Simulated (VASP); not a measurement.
Input of a VASP 6.6.1 run:

Contents of POSCAR:

```
BAs
1.0
    2.9343700000      0.0000000000      0.0000000000
    0.0000000000      2.9343700000      0.0000000000
    0.0000000000      0.0000000000      2.9343700000
B As
1 1
Direct
    0.5000000000      0.5000000000      0.5000000000
    0.0000000000      0.0000000000      0.0000000000
```

INCAR.step1

```
  PREC = Accurate
  ENCUT = 600
  EDIFF = 1E-8
  ISMEAR = 0
  SIGMA = 0.02
  LREAL = False
  LASPH = True
  NELM = 80
  ALGO = Normal
  ISIF = 3
  LWAVE = False
  LCHARG = False
  GGA = PS
  IBRION = 2
  NSW = 40
  EDIFFG = -0.002
```

Contents of INCAR.step2:

```
  PREC = Accurate
  ENCUT = 600
  EDIFF = 1E-8
  ISMEAR = 0
  SIGMA = 0.02
  LREAL = False
  LASPH = True
  NELM = 80
  ALGO = Normal
  ISIF = 2
  LWAVE = False
  LCHARG = False
  GGA = PS
  IBRION = 8
  NSW = 1
```

The input KPOINTS:

```
regular mesh
0
Gamma
  7 7 7
```

Potentials or basis: VASP PAW PBE potentials, release 64 (B, As).

The run is started by

```console
$ cat potpaw_PBE.64/B/POTCAR potpaw_PBE.64/As/POTCAR > POTCAR
$ cp INCAR.step1 INCAR
$ mpirun -np 1 vasp_std > vasp.out
$ cp CONTCAR POSCAR
$ cp INCAR.step2 INCAR
$ mpirun -np 1 vasp_std > vasp.out
```

(1) Predict the highest phonon frequency at Γ, LO-TO splitting left out.

(2) Estimate the most unstable mode.

(3) What does it give for the space group after relaxing (to 0.05 Å)?

(4) What does it give for the relaxed cell?

## Answers

(1) 0 cm⁻¹.

(2) 203i cm⁻¹.

(3) Pm-3m (No. 221).

(4) a = 2.898 Å, b = 2.898 Å, c = 2.898 Å, α = 90.00°, β = 90.00°, γ = 90.00°.

Caveat: some modes are imaginary.
